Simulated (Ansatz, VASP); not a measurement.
**C: VASP beside Ansatz**

The input INCAR:

```
ALGO = Fast
EDIFF = 1E-6
ENCUT = 520
GGA = PE
ISIF = 2
ISMEAR = -1
LASPH = T
LCHARG = F
LREAL = F
LWAVE = F
NBANDS = 11
NELM = 60
PREC = Accurate
SIGMA = 0.05
```

The input KPOINTS:

```
k-points
0
Gamma
  13 13 8
```

The input POSCAR:

```
C
1.0
    2.0422274949     -1.1791511424      0.0000000000
    2.0422274949      1.1791511424      0.0000000000
   -1.3239068457      0.0000000000      3.5028300786
C
2
Direct
    0.1666444700      0.1666444700      0.9999069600
    0.8333555300      0.8333555300      0.0000930400
```

Contents of input.yaml:

```yaml
crystal:
  lattice:
    - [2.0422274949, -1.1791511424, 0.0]
    - [2.0422274949, 1.1791511424, 0.0]
    - [-1.3239068457, 0.0, 3.5028300786]
  atoms:
    - { symbol: C, position: [0.16664447, 0.16664447, 0.99990696] }
    - { symbol: C, position: [0.83335553, 0.83335553, 9.304e-05] }
hamiltonian:
  xc: pbe
  pseudopotentials: { kind: paw }
kpoints:
  mp_grid: { grid: [13, 13, 8] }
scf:
  occupations: { method: fermi_dirac, width: 0.05 }
output:
  forces: true
  stress: true
  eigenvalues: true
```

Change from the starting cell: strain = -0.04.

Alike in both runs: task single point; functional PBE; k mesh 13 × 13 × 8; occupations fermi-dirac, width 0.05 eV; no spin polarisation.

```csv
,VASP,Ansatz
version,VASP 6.6.1,Ansatz 0.2.0
potentials or method,"VASP PAW PBE potentials, release 64 (C)",Ansatz PAW
plane-wave cutoff (eV),520,420
valence electrons in the cell,8,8
```

|  | VASP | Ansatz | Ansatz less VASP |
| --- | --- | --- | --- |
| gap on the k mesh at the Fermi level (eV) | 1.13 | 1.13 | +0.001 |
| least direct gap on the mesh (eV) | 1.14 | 1.14 | +0.001 |
| pressure (GPa) | 44.0 | 43.5 | -0.44 |
| largest component of the traceless stress (GPa) | 41.93 | 41.38 | -0.549 |
| rms of the force components (eV/Å) | 0.004 | 0.004 | -0.0001 |

Atom by atom the forces differ by 0.000 eV/Å (rms over components).

Caveats: this functional lacks dispersion, which binds the layers, so the pressure and a relaxed spacing across them are unreliable; an odd mesh through Γ misses points on the zone boundary, where band edges often lie (VASP); odd divisions of the mesh miss points on the zone boundary, where band edges often lie, so the gap on the mesh can be too wide (Ansatz); the pressure holds a Pulay correction of +0.6 GPa for the finite cutoff (Ansatz).
